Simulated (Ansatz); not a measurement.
## Phases of Li at 0.43 GPa

Structure types of Li are relaxed in primitive cells with their symmetry kept at 0.43 GPa, first on PAW files, then by LAPW. The enthalpy is E + pV at zero temperature, without zero-point motion. Only the types listed were tried, and differences under about 5 meV/atom are mesh noise. The real phase may be another.

All numbers are PBE results (scalar-relativistic) from Ansatz 0.2.0, with Fermi–Dirac smearing of 0.1 eV, no spin polarisation. Methods: LAPW: all electrons, basis error target 0.5 meV/atom; PAW: frozen-core files, cutoff 420 eV.

k meshes: fcc 15×15×15, bcc 16×16×16, hcp 15×15×8, omega 8×8×11, beta tin 15×15×15, diamond 12×12×12.

Question: Which type is lowest in enthalpy, and by how much?

Answer: hcp, 1 meV/atom below bcc, which is within the noise of the k meshes. The whole table:

| start type | ends as | a, b, c (Å) | V (Å³/atom) | H − H(lowest), LAPW (meV/atom) | same, PAW |
| --- | --- | --- | --- | --- | --- |
| fcc | fcc, Fm-3m | 4.285, 4.285, 4.285 | 19.67 | 1.4 | 1.4 |
| bcc | bcc, Im-3m | 3.401, 3.401, 3.401 | 19.67 | 0.8 | 0.7 |
| hcp | hcp, P6_3/mmc | 3.026, 3.026, 4.957 | 19.65 | 0.0 | 0.0 |
| omega | omega, P6/mmm | 4.877, 4.877, 2.868 | 19.69 | 12.3 | 12.4 |
| beta tin | beta tin, I4_1/amd | 5.258, 5.258, 2.850 | 19.70 | 73.2 | 73.2 |
| diamond | diamond, Fd-3m | 5.773, 5.773, 5.773 | 24.05 | 527.9 | 528.1 |
